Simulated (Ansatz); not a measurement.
Hf:

```
CELL_PARAMETERS angstrom
0.01731 2.24262 2.26276
2.22855 0.06273 2.21735
2.25785 2.22651 0.03343
ATOMIC_POSITIONS crystal
Hf 0.00000 0.00000 0.00000
```

The cell isn't the ideal one: cell strained at random at fixed volume.

```yaml
Program: Ansatz 0.2.0
Task: relaxation of cell and atoms
Functional: LDA
Potentials_or_basis: all-electron LAPW, scalar-relativistic
Basis_error_allowed: 0.0005 eV/atom
k_mesh: 10 × 10 × 10
Occupations: fermi-dirac, width 0.1 eV
Spin: no spin polarisation
```

At the start: volume 21.88 Å³/atom.

Problem. Where does the relaxation end?

Solution. Over 6 steps the energy falls by 27.7 meV/atom and the volume is 20.78 Å³/atom (-5.0 %); space group Fm-3m (No. 225, to 0.05 Å).

The path:
```tsv
step	energy change (eV)	largest force (eV/Å)	volume (Å³)
1	0.0000	0.0000	21.88
2	-0.0122	0.0000	19.88
3	-0.0273	0.0000	20.82
4	-0.0276	0.0000	20.78
5	-0.0277	0.0000	20.78
6	-0.0277	0.0000	20.78
```

Final structure:
```cif
data_structure
_symmetry_space_group_name_H-M 'P 1'
_symmetry_Int_Tables_number 1
_cell_length_a 3.0857
_cell_length_b 3.0866
_cell_length_c 3.0860
_cell_angle_alpha 59.983
_cell_angle_beta 60.017
_cell_angle_gamma 59.994
_cell_volume 20.78
loop_
_atom_site_label
_atom_site_type_symbol
_atom_site_fract_x
_atom_site_fract_y
_atom_site_fract_z
_atom_site_occupancy
Hf1 Hf 0.00000 0.00000 0.00000 1
```
